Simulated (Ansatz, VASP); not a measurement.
## NaF in VASP and in Ansatz

INCAR

```
PREC = Accurate ; ENCUT = 520
EDIFF = 1E-6 ; ISMEAR = 0
SIGMA = 0.05 ; LREAL = F
LASPH = T ; NELM = 100
ALGO = Normal ; ISIF = 2
LWAVE = F ; LCHARG = T
LELF = T ; LVHAR = T
NBANDS = 14
```

The input KPOINTS:

```
regular mesh
0
Gamma
  4 4 4
```

File POSCAR:

```
NaF
1.0
   -0.9757248584      1.9514497168      1.9514497168
    1.9514497168     -0.9757248584      1.9514497168
    1.9514497168      1.9514497168     -0.9757248584
Na F
1 1
Direct
    0.0000000000      0.0000000000      0.0000000000
    0.5000000000      0.5000000000      0.5000000000
```

Input for Ansatz:

```yaml
crystal:
  lattice:
    - [-0.9757248584, 1.9514497168, 1.9514497168]
    - [1.9514497168, -0.9757248584, 1.9514497168]
    - [1.9514497168, 1.9514497168, -0.9757248584]
  atoms:
    - { symbol: Na, position: [0.0, 0.0, 0.0] }
    - { symbol: F, position: [0.5, 0.5, 0.5] }
basis:
  ecutwfc: 420
kpoints:
  mp_grid: { grid: [4, 4, 4] }
hamiltonian:
  xc: lda
scf:
  occupations: { method: gaussian, width: 0.05 }
output:
  forces: true
  stress: true
  eigenvalues: true
```

Alike in both runs: task single point; functional LDA; k mesh 4 × 4 × 4; occupations gaussian, width 0.05 eV; no spin polarisation.

|  | VASP | Ansatz |
| --- | --- | --- |
| version | VASP 6.6.1 | Ansatz 0.2.0 |
| potentials or method | VASP PAW LDA potentials, release 64 (Na_pv, F) | scalar-relativistic, plane waves, PAW |
| plane-wave cutoff (eV) | 520 | 420 |
| valence electrons in the cell | 14 | 16 |

|  | VASP | Ansatz | Ansatz less VASP |
| --- | --- | --- | --- |
| gap on the k mesh at the Fermi level (eV) | 4.97 | 4.99 | +0.019 |
| least direct gap on the mesh (eV) | 5.26 | 5.28 | +0.017 |
| pressure (GPa) | -8.6 | -8.5 | +0.13 |

The two sets of potentials don't hold the same shells in valence.

Caveats: the k mesh is coarse (spacing up to 0.54 Å⁻¹), so the values aren't converged. Expect the measured gap to be larger: semilocal functionals such as LDA lack the derivative discontinuity. A k mesh can miss the band edges.
